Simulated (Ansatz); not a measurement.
# 2H-CrOS monolayer in a perpendicular field, part 2 of 2

Wanted: the out-of-plane response of the 2H-CrOS monolayer. A positive field points along +c.

Ansatz 0.2.0; plane-wave DFT, PBE-D3(BJ), Ansatz PAW.

So far. Step 2 (Relaxation): The lattice constant a goes from 2.842 to 2.813 Å.

## (3) Single point, field 0

A sawtooth potential applies the field, turning back in the middle of the vacuum. With the dipole correction the typed value is the field outside the slab. The induced dipole is small, so the SCF threshold is tight.

The cell differs from the one that the last finished run ended in (c 36.360 → 20.628 Å).

Input file input.yaml:

```yaml
crystal:
  lattice:
    - [2.812774525, 0.0, 0.0]
    - [-1.4063872625, 2.4359341938, 0.0]
    - [0.0, 0.0, 20.6277876076]
  atoms:
    - { symbol: S, position: [0.3333333333, 0.6666666667, 0.4363046668] }
    - { symbol: Cr, position: [0.0, 0.0, 0.5118850614] }
    - { symbol: O, position: [0.3333333333, 0.6666666667, 0.5636953332] }
kpoints:
  mp_grid: { grid: [18, 18, 1] }
  band_path:
    path: [[0, 0, 0], [0.5, 0, 0], [0.33333333, 0.33333333, 0], [0, 0, 0]]
    npoints: 16
hamiltonian:
  xc: pbe
  dispersion: d3bj
scf:
  occupations: { method: fermi_dirac, width: 0.02585 }
  convergence: { dr2_threshold: 1.0e-10 }
efield:
  axis: 3
  dipole_correction: true
  ramp_position: 0.97
  ramp_width: 0.06
  amplitude: 0
output:
  dos: { projected: true, e_range: [-6, 5] }
  write_potential: true
  write_density: true
  volumetric_format: npy
  elf: true
```

Launch:

```sh
$ ansatz run input.yaml --threads 2 --pin off --max-ram 3072MiB --backend cpu --events-out ev --progress --plain --runs-dir out
```

Numbers of over 12 decimals in the logs are rounded to 6 here.

Output:

```text
[...]
Crystal: 3 atoms, lattice volume = 141.336 Å³
Basis set: ecut = 420 eV, 2805 PW (Γ)
Bands: 17, of which v1, the nominal top of the filled ones, is band 13 counted from 1 (12 counted from 0)
Symmetry: 6 space group operations
[...]
k-points: 37 of 324 (time reversal used)
[...]
SCF iter   1: F=—  HF=-4848.655950 eV  |F-HF|=—  |Δ(HF+E_count)|=         —  Δρ=9.00e-3  dr2=2.37e-1  ethr=1.77e-3  p=-0.102 e·Å  D=-1.31e-1 V/Å  ΔV_dip=2.70 eV  dr2_dipole=3.10e-2  V_vac-E_F(+/−)=6.97/4.27 eV  ⟨swp⟩=10.9  Hψ=4881  notcnv=0
efield: sawtooth ramp at fractional position 0.9700 (set: `efield.ramp_position`, or a place that a band, a saddle search or an elastic batch's reference lends), width 0.0600; the density the first Hamiltonian is built on has a dipole p = -0.102 e·Å; the dipole correction subtracts the counter field D = -1.31e-1 V/Å, which shifts the + side's vacuum level by +2.70 eV against the − side's; the planar-averaged density in the ramp window peaks in size at 1.2e-5 e/Å³
[...]
SCF iter   2: F=—  HF=-4849.109220 eV  |F-HF|=—  |Δ(HF+E_count)|=   4.53e-1  Δρ=2.71e-2  dr2=5.03e0  ethr=9.10e-4  p=0.008 e·Å  D=9.81e-3 V/Å  ΔV_dip=-0.20 eV  dr2_dipole=9.08e-1  V_vac-E_F(+/−)=5.95/6.15 eV  ⟨swp⟩=4.1  Hψ=1754  notcnv=0  recentre
[...]
SCF iter  12: F=-4848.630763 eV  HF=-4848.630763 eV  |F-HF|=5.00e-11  |Δ(HF+E_count)|=  7.00e-11  Δρ=1.84e-7  dr2=4.90e-11  ethr=1.00e-12  p=-0.094 e·Å  D=-1.20e-1 V/Å  ΔV_dip=2.48 eV  dr2_dipole=3.85e-12  V_vac-E_F(+/−)=6.94/4.46 eV  ⟨swp⟩=4.1  Hψ=2165  notcnv=0
SCF 1 converged in 12 iterations: F = -4848.630763 eV  dr2 = 4.90e-11
[...]
NSCF: frozen V_eff on 49 k-points
efield: sawtooth ramp at fractional position 0.9700 (kept from the solve that this one continues, or follows in the run), width 0.0600; the density the first Hamiltonian is built on has a dipole p = -0.094 e·Å; the dipole correction subtracts the counter field D = -1.20e-1 V/Å, which shifts the + side's vacuum level by +2.48 eV against the − side's; the planar-averaged density in the ramp window peaks in size at 7.4e-6 e/Å³
[...]
SCF converged after 12 iterations
Free energy (F): -4848.630763 eV
[...]
Internal energy: -4848.630726 eV  (E = F + TS)
E sigma→0 (E₀):  -4848.630744 eV
Entropy (-TS):   -0.000038 eV (-0.013 meV/atom)
Fermi energy:    -1.275276 eV
Dipole field:    D = -0.120174 V/Å  (p = -0.093865 e·Å, saw-weighted, corrected)
Work function:   Φ+ = 6.9395 eV   Φ− = 4.4606 eV
Levels:          The Fermi level and band energies are counted from a zero that moves with the ramp; work functions are not
[...]
--- Band table (eV; the first three rows and the last of 37) ---
  k-point 0: bands = [... 9 lower, -4.9275, -3.1799, -3.1799, -1.4020, 0.1600, 0.1600, 1.3354, 1.3354]
  k-point 1: bands = [... 9 lower, -4.8673, -3.2762, -3.2267, -1.4434, 0.1336, 0.1812, 1.1093, 1.2902]
  k-point 2: bands = [... 9 lower, -4.7590, -3.5676, -3.3445, -1.5839, 0.0751, 0.2093, 0.6163, 1.1944]
  k-point 36: bands = [... 9 lower, -6.1236, -5.5278, -4.1182, -2.4327, -1.1373, 0.1302, 0.4108, 1.2954]
```

The job ended after 7 s (2 threads of AMD EPYC 7R13 (Zen 3), shared host; peak memory 0.48 GiB; 14 s of CPU time).

This step gave:

```
dipole along the normal            : -0.09386 e·Å
gap along the path                 : 0.2647 eV
smallest direct gap along the path : 1.295 eV
step between the vacuum levels     : 2.479 eV
ionisation energy, upper face      : 7.066 eV
electron affinity, upper face      : 6.802 eV
ionisation energy, lower face      : 4.587 eV
gap, the smaller of path and mesh  : 0.2647 eV
```

Running mean over a fixed 2.7 Å (it still follows the layers) of the planar mean; the ramp of the sawtooth is left out. Electron's electrostatic potential energy less the Fermi level against z:

| z (Å) | electron's electrostatic potential energy less the Fermi level (eV) |
| --- | --- |
| 3.0 | 4.46 |
| 3.5 | 4.46 |
| 4.0 | 4.46 |
| 4.5 | 4.46 |
| 5.0 | 4.46 |
| 5.5 | 4.45 |
| 6.0 | 4.42 |
| 6.5 | 4.25 |
| 7.0 | 3.44 |
| 7.5 | 0.948 |
| 8.0 | -2.09 |
| 8.5 | -4.50 |
| 9.0 | -7.35 |
| 9.5 | -10.4 |
| 10.0 | -11.6 |
| 10.5 | -10.8 |
| 11.0 | -8.73 |
| 11.5 | -5.94 |
| 12.0 | -2.10 |
| 12.5 | 1.58 |
| 13.0 | 4.59 |
| 13.5 | 6.48 |
| 14.0 | 6.88 |
| 14.5 | 6.93 |
| 15.0 | 6.94 |
| 15.5 | 6.94 |
| 16.0 | 6.94 |
| 16.5 | 6.94 |
| 17.0 | 6.94 |
| 17.5 | 6.94 |

The density of states has structure finer than the step of the table below, so its rows give means over 0.2 eV, whole bins alone (the curve runs from -6 to 2.13 eV). Peaks (eV: height): -5.17: 8.95, -4.43: 11.2, -4.35: 9.68, -2.97: 12.8, -2.80: 9.26, -1.23: 11.6, 0.62: 10.9.

Density of states against energy, zero at the Fermi level of the run, which the smearing sets inside the gap; means over each step:

energy (eV), density of states (states/eV a cell) and a bar:
```
     -5.8        1.5 ######
     -5.6        2.1 #########
     -5.4        1.2 #####
     -5.2        3.8 ###############
     -5.0        3.3 #############
     -4.8        1.5 ######
     -4.6        1.6 ######
     -4.4        7.5 ##############################
     -4.2        2.1 ########
     -4.0        0.9 ####
     -3.8        0.9 ###
     -3.6        1.4 #####
     -3.4        1.4 #####
     -3.2        0.7 ###
     -3.0        4.7 ###################
     -2.8        4.8 ###################
     -2.6        1.8 #######
     -2.4        2.5 ##########
     -2.2        1.8 #######
     -2.0        0.7 ###
     -1.8        0.0 
     -1.6        0.0 
     -1.4        0.3 #
     -1.2        6.6 ###########################
     -1.0        1.0 ####
     -0.8        0.6 ##
     -0.6        0.5 ##
     -0.4        0.5 ##
     -0.2        0.4 ##
      0.0        0.0 
      0.2        0.7 ###
      0.4        1.6 ######
      0.6        5.0 ####################
      0.8        4.5 ##################
      1.0        3.1 ############
      1.2        2.3 #########
      1.4        2.8 ###########
      1.6        3.0 ############
      1.8        3.8 ###############
      2.0        1.8 #######
```

Projected DOS per atom over height of the atomic layer and energy from the Fermi level. Layers: S Cr O from below.

Ten even steps from '0' (0.00 states/eV) to '9' (3.16 states/eV), each cell a mean:
```
151
052
141
290
160
000
000
000
061
031
000
120
320
634
100
111
101
149
112
324
112
112
```
Columns: height of the atomic layer (Å) from 9 to 11.6 (not evenly spaced); rows upwards: energy from the Fermi level (eV) from -5.96 to 2.05.

The electronic bands at the labelled points (eV, zero at the Fermi level of the run, which the smearing sets inside the gap):

```csv
point,band 10,band 11,band 12,band 13,band 14,band 15,band 16,band 17
Γ,-3.65,-1.90,-1.90,-0.13,1.44,1.44,2.61,2.61
halfway,-4.22,-2.96,-2.32,-1.03,0.76,1.19,1.67,2.49
M,-4.50,-2.97,-2.10,-1.22,0.62,0.66,2.17,2.68
halfway,-4.39,-3.79,-2.84,-1.10,0.35,1.11,1.95,2.36
K,-4.85,-4.25,-2.84,-1.16,0.14,1.41,1.69,2.57
halfway,-4.10,-3.15,-2.69,-1.09,0.62,1.03,1.54,2.42
Γ,-3.65,-1.90,-1.90,-0.13,1.44,1.44,2.61,2.61
```

ELF in the ca plane at fractional y = 0.667, with atoms of S and O within 0.2 Å of it. It is the smooth field of the valence electrons, not physical close to the nuclei.

Ten even steps from '0' (0.00) to '9' (0.94), each cell a mean:
```
00000000000000000123442121111000000000000000
00000000000000000112332122111000000000000000
00000000000000013577775211355420000000000000
00000000000000147898677413788862000000000000
00000000000000268997137515757974100000000000
00000000000000368996137515757974100000000000
00000000000000147998678413788863100000000000
00000000000000013678886211366531000000000000
```
Columns run along c (16.0 Å, from fractional 0.09 to 0.86 of the cell), rows up along a (2.8 Å). Atoms in or near the plane, at fractional coordinates: S at (0.44, 0.33), O at (0.56, 0.33).

Valence density in the ca plane at fractional y = 0.667, with atoms of S and O within 0.2 Å of it. It is the smooth field of the valence electrons, not physical close to the nuclei.

Ten steps, logarithmic in the rise over the least value, from '0' (0.0 e/Å³) to '9' (6.1 e/Å³), each cell a mean:
```
00000000000001233444554321000000000000000000
00000000000001233444554321000000000000000000
00000000000001345544444543100000000000000000
00000000000012456654446775310000000000000000
00000000000013565565457997410000000000000000
00000000000013564565458997410000000000000000
00000000000013566664446886310000000000000000
00000000000002345554444543100000000000000000
```
Columns run along c (16.0 Å, from fractional 0.15 to 0.93 of the cell), rows up along a (2.8 Å). Atoms in or near the plane, at fractional coordinates: S at (0.44, 0.33), O at (0.56, 0.33).

Electrostatic potential energy in the ca plane at fractional y = 0.667, with atoms of S and O within 0.2 Å of it. With pseudopotentials it is smooth inside the atoms' cores, unlike the true potential.

Ten even steps from '0' (-38 eV) to '9' (5 eV), each cell a mean:
```
99999999999999999988887634689999999999999999
99999999999999999988887534689999999999999999
99999999999999999986567766788999999999999999
99999999999999999861015777524899999999999999
99999999999999999840102787100599999999999999
99999999999999999830102787100599999999999999
99999999999999999861004777413899999999999999
99999999999999999986457766778999999999999999
```
Columns run along c (16.0 Å, from fractional 0.09 to 0.86 of the cell; values clipped at the 3rd and 97th percentile), rows up along a (2.8 Å). Atoms in or near the plane, at fractional coordinates: S at (0.44, 0.33), O at (0.56, 0.33).

The gap is 0.26 eV, with the valence edge 7.07 eV and the conduction edge 6.80 eV under the upper vacuum level.

## (4) Atoms held, field 0.1 V/Å

Changes to input.yaml since step 3:

```diff
@@ -25,5 +25,4 @@
   ramp_width: 0.06
-  amplitude: 0
+  amplitude: 0.1
 output:
-  dos: { projected: true, e_range: [-6, 5] }
   write_potential: true
@@ -31,2 +30 @@
   volumetric_format: npy
-  elf: true
```

Output:

```text
[...]
Crystal: 3 atoms, lattice volume = 141.336 Å³
Basis set: ecut = 420 eV, 2805 PW (Γ)
Bands: 17, of which v1, the nominal top of the filled ones, is band 13 counted from 1 (12 counted from 0)
Symmetry: 6 space group operations
[...]
k-points: 37 of 324 (time reversal used)
[...]
--- Band table (eV; the first three rows and the last of 37) ---
  k-point 0: bands = [... 9 lower, -4.9545, -3.2022, -3.2022, -1.4167, 0.1416, 0.1416, 1.3086, 1.3086]
  k-point 1: bands = [... 9 lower, -4.8938, -3.2989, -3.2491, -1.4583, 0.1154, 0.1628, 1.0823, 1.2635]
  k-point 2: bands = [... 9 lower, -4.7843, -3.5918, -3.3672, -1.5994, 0.0563, 0.1906, 0.5905, 1.1679]
  k-point 36: bands = [... 9 lower, -6.1447, -5.5411, -4.1385, -2.4550, -1.1594, 0.1057, 0.3901, 1.2706]
[key lines of the parts left out:]
SCF converged after 17 iterations
Free energy (F): -4848.622179 eV
Fermi energy:    -1.293728 eV
Dipole field:    D = -0.099629 V/Å  (p = -0.077818 e·Å, saw-weighted, corrected)
```

Wall time 8.2 s (2 threads); peak memory 0.46 GiB.

The dipole is -0.0778 e·Å, 0.0160 e·Å from its value without field, and the gap 0.257 eV.

## (5) Single point, field -0.1 V/Å

Changes to input.yaml since step 4:

```diff
@@ -25,3 +25,3 @@
   ramp_width: 0.06
-  amplitude: 0.1
+  amplitude: -0.1
 output:
```

Output:

```text
[...]
Crystal: 3 atoms, lattice volume = 141.336 Å³
Basis set: ecut = 420 eV, 2805 PW (Γ)
Bands: 17, of which v1, the nominal top of the filled ones, is band 13 counted from 1 (12 counted from 0)
Symmetry: 6 space group operations
[...]
k-points: 37 of 324 (time reversal used)
[...]
--- Band table (eV; the first three rows and the last of 37) ---
  k-point 0: bands = [... 9 lower, -4.9012, -3.1582, -3.1582, -1.3880, 0.1778, 0.1778, 1.3616, 1.3616]
  k-point 1: bands = [... 9 lower, -4.8413, -3.2540, -3.2048, -1.4291, 0.1512, 0.1991, 1.1357, 1.3164]
  k-point 2: bands = [... 9 lower, -4.7343, -3.5440, -3.3223, -1.5689, 0.0932, 0.2274, 0.6415, 1.2202]
  k-point 36: bands = [... 9 lower, -6.1032, -5.5151, -4.0984, -2.4111, -1.1158, 0.1542, 0.4309, 1.3197]
[key lines of the parts left out:]
SCF converged after 16 iterations
Free energy (F): -4848.640951 eV
Fermi energy:    -1.257426 eV
Dipole field:    D = -0.140689 V/Å  (p = -0.109889 e·Å, saw-weighted, corrected)
```

The job ended after 8.1 s (2 threads; peak memory 0.45 GiB; 16 s of CPU time).

The dipole is -0.110 e·Å, -0.0160 e·Å from its value without field, and the gap 0.272 eV.

## (6) Response, atoms held

This step: plane-wave DFT, PBE-D3(BJ), Ansatz PAW; response to a field along the normal, atoms held (Ansatz 0.2.0).

The dipoles give the slope, and the difference of two potentials shows where the field is screened.

Numbers from this step:

```
equivalent conductor thickness p/(ε₀AE) : 4.235 Å
distance between the outer atoms        : 2.628 Å
```

Table of dipole of the cell by applied field:

```
applied field (V/Å)  dipole of the cell (e·Å)
            -0.1000                    -0.110
             0.0000                   -0.0939
             0.1000                   -0.0778
```

Local field over the applied field, running mean. From the potentials at -0.1 and 0.1 V/Å; running mean over 2.5 Å. The local field over applied field by z:

| z (Å) | local field over applied field |
| --- | --- |
| 4.01 | 1.000 |
| 4.44 | 0.999 |
| 4.87 | 0.998 |
| 5.30 | 0.993 |
| 5.73 | 0.983 |
| 6.16 | 0.957 |
| 6.59 | 0.901 |
| 7.02 | 0.800 |
| 7.45 | 0.662 |
| 7.88 | 0.511 |
| 8.31 | 0.353 |
| 8.74 | 0.212 |
| 9.17 | 0.116 |
| 9.60 | 0.0635 |
| 10.03 | 0.0453 |
| 10.60 | 0.0764 |
| 11.03 | 0.150 |
| 11.46 | 0.261 |
| 11.89 | 0.399 |
| 12.32 | 0.556 |
| 12.75 | 0.707 |
| 13.18 | 0.835 |
| 13.61 | 0.927 |
| 14.04 | 0.972 |
| 14.47 | 0.990 |
| 14.90 | 0.997 |
| 15.33 | 0.999 |
| 15.76 | 1.000 |
| 16.19 | 1.000 |
| 16.62 | 1.000 |

The induced electron density oscillates, so the rows of the table below give means over windows of 0.5 Å about each position, cut where the curve ends. Its maxima inside the range that stand out by 2 % of the span (Å: e/Å³ per V/Å): 8.02: 0.00376, 9.17: 0.00140, 10.60: 8.1e-4, 11.75: -0.00167. Its minima: 8.74: 7.9e-4, 9.88: -0.00119, 11.46: -0.00210, 12.18: -0.00394.

Electrons, planar mean, per unit field. The induced electron density by z; means over each step:

```
z (Å)  induced electron density (e/Å³ per V/Å)
  4.5                                   4.1e-6
  5.0                                   1.4e-5
  5.5                                   4.7e-5
  6.0                                   1.5e-4
  6.5                                   4.3e-4
  7.0                                  0.00116
  7.5                                  0.00256
  8.0                                  0.00354
  8.5                                  0.00180
  9.0                                  0.00112
  9.5                                   2.8e-4
 10.0                                  -9.4e-4
 10.5                                   4.5e-4
 11.0                                  -5.9e-4
 11.5                                 -0.00183
 12.0                                 -0.00305
 12.5                                 -0.00318
 13.0                                 -0.00134
 13.5                                  -4.4e-4
 14.0                                  -1.3e-4
 14.5                                  -3.6e-5
 15.0                                  -9.6e-6
 15.5                                  -2.7e-6
 16.0                                  -7.0e-7
 16.5                                  -2.2e-7
```

The smaller of the gaps on the path and on the k-mesh, counted as 0 under 0.03 eV. The gap by applied field:

```csv
applied field (V/Å),gap (eV)
-0.1000,0.272
0.0000,0.265
0.1000,0.257
```

By hand: between -0.1 and 0.1 V/Å the dipole changes by 0.03207 e·Å, a slope of 0.1604 e·Å²/V. A perfect conductor of thickness t has p = ε₀AEt, so t = 180.95 × 0.1604 / 6.852 = 4.23 Å (e/ε₀ = 180.95 V·Å, A in Å²).

The induced dipole is that of a conductor 4.23 Å thick.

## (7) Results

| Quantity | Value |
| --- | --- |
| gap without field | 0.265 eV |
| ionisation energy, upper face | 7.07 eV |
| electron affinity, upper face | 6.80 eV |
| step between the vacuum levels | 2.48 eV |
| equivalent conductor thickness, atoms held | 4.23 Å |

In words: The induced dipole equals that of a perfect conductor 4.23 Å thick, while the outer atoms lie 2.63 Å apart; an out-of-plane ε follows only once a thickness t is chosen, by 1 − 1/ε = 4.23 Å / t. The two faces differ: the vacuum level above lies 2.48 eV higher than the one below. The gap stays within 0.01 eV of 0.26 eV over the fields run, up to 0.1 V/Å in size. Semilocal functionals give gaps that are too small, and excitons are not included. The main runs have no spin polarisation; a magnetic state could lie lower and would change these results.

[Logs are printed without paths, hosts, clocks, repeated set-up lines and the standing remarks that a program may print on its own settings, such as how far it seeks lower states.]

[Hosts, paths, dates, database ids (printed as entryN), source tags and the programs' standing remarks are cut or masked in the printed files.]

[Maps of the electrostatic potential energy from Ansatz leave out the sawtooth potential of an applied field or a dipole correction, so their vacuum need not be flat; planar profiles and work functions include it.]

[The density of states shown here was stored with 400 of the rows of the run's finer table, so its peaks can read low, often by over a quarter, or be missed, and its means over a window can be off by a tenth or more.]
